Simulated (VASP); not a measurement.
Here is a VASP 6.6.1 calculation.

INCAR

```
SYSTEM = Cu2O
PREC = Accurate
ENCUT = 600
EDIFF = 1E-6
ISMEAR = 0
SIGMA = 0.03
LREAL = .False.
LASPH = .True.
NELM = 80
ALGO = Normal
ISIF = 3
LWAVE = .False.
LCHARG = .False.
GGA = PE
IBRION = 2
NSW = 90
EDIFFG = -0.01
KPAR = 2
```

The input KPOINTS:

```
regular mesh
0
Gamma
  6 6 6
  0 0 0
```

The input POSCAR:

```
Cu2O
1.0
    4.2600000000      0.0000000000      0.0000000000
    0.0000000000      4.2600000000      0.0000000000
    0.0000000000      0.0000000000      4.2600000000
Cu O
4 2
Direct
    0.2500000000      0.2500000000      0.2500000000
    0.2500000000      0.7500000000      0.7500000000
    0.7500000000      0.7500000000      0.2500000000
    0.7500000000      0.2500000000      0.7500000000
    0.0000000000      0.0000000000      0.0000000000
    0.5000000000      0.5000000000      0.5000000000
```

Potentials or basis: VASP PAW PBE potentials, release 64 (Cu, O).

Launch:

```sh
$ cat potpaw_PBE.64/Cu/POTCAR potpaw_PBE.64/O/POTCAR > POTCAR
$ mpirun -np 2 vasp_std > vasp.out
```

**Question.** What does it give for the relaxed cell?

**Answer.** a = 4.307 Å, b = 4.307 Å, c = 4.307 Å, α = 90.00°, β = 90.00°, γ = 90.00°.

**Question.** What does it give for the space group after relaxing (to 0.05 Å)?

**Answer.** Pn-3m (No. 224).

**Question.** Predict the band gap on the k mesh.

**Answer.** 0.47 eV, direct.

**Question.** Predict the relaxed volume.

**Answer.** 13.32 Å³/atom.

Step by step:
```tsv
step	energy change (eV)	largest force (eV/Å)	pressure (GPa)	volume (Å³)
1	0.0000	0.0000	4.07	77.31
2	-0.0264	0.0000	-1.52	81.03
3	-0.0315	0.0000	0.07	79.90
```

A k mesh can miss the band edges. Zero-point motion and thermal expansion aren't in these numbers.
